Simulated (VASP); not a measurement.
Runs of VASP 6.6.1 on Zr. It takes space group Im-3m (No. 229, cubic). The conventional cell has a = 3.582 Å, b = 3.582 Å, c = 3.582 Å, α = 90.00°, β = 90.00°, γ = 90.00°. Zr (site symmetry m-3m) is surrounded by 8 Zr at 3.10 Å. This isn't the form of Zr at room conditions, which is hcp.

```tsv
task	level	potentials or basis	cell	k mesh	cutoff (eV)	mesh quality	gap on the mesh (eV)	pressure (GPa)	relaxed volume (Å³/atom)
relaxation of cell and atoms	PBEsol	VASP PAW PBE potentials, release 64 (Zr_sv)	relaxed	16 × 16 × 16	300	not flagged	none	0.0	21.66
single point	PBEsol	VASP PAW PBE potentials, release 64 (Zr_sv)	as given	16 × 16 × 16	520	not flagged	none	-4.3	-
relaxation of cell and atoms	PBEsol	VASP PAW PBE potentials, release 64 (Zr_sv)	relaxed	16 × 16 × 16	600	not flagged	none	0.0	(a)
relaxation of cell and atoms	RPBE	VASP PAW PBE potentials, release 64 (Zr_sv)	relaxed	16 × 16 × 16	600	not flagged	none	0.0	23.45
relaxation of cell and atoms	LDA	VASP PAW LDA potentials, release 64 (Zr_sv)	relaxed	16 × 16 × 16	600	not flagged	none	0.0	(b)
relaxation of cell and atoms	PBEsol	VASP PAW PBE potentials, release 64 (Zr_sv)	relaxed	6 × 6 × 6	600	coarse	none	0.0	21.70
relaxation of cell and atoms	PBEsol	VASP PAW PBE potentials, release 64 (Zr_sv)	relaxed	16 × 16 × 16	580	not flagged	none	0.0	21.85
```

Alike in all rows: no spin polarisation; smearing gaussian 0.1 eV.

Estimate the missing entries.

(a) 21.86; (b) 21.13.

Caveats: some runs use coarse meshes; the PAW data sets were made with another functional, which shifts forces and pressure a little (some runs).

A k mesh can miss the band edges, and the runs leave out spin-orbit coupling on Zr.

A gap of «none» marks a metal or a gap under the smearing width.

Runs at the PBE level aren't shown here.
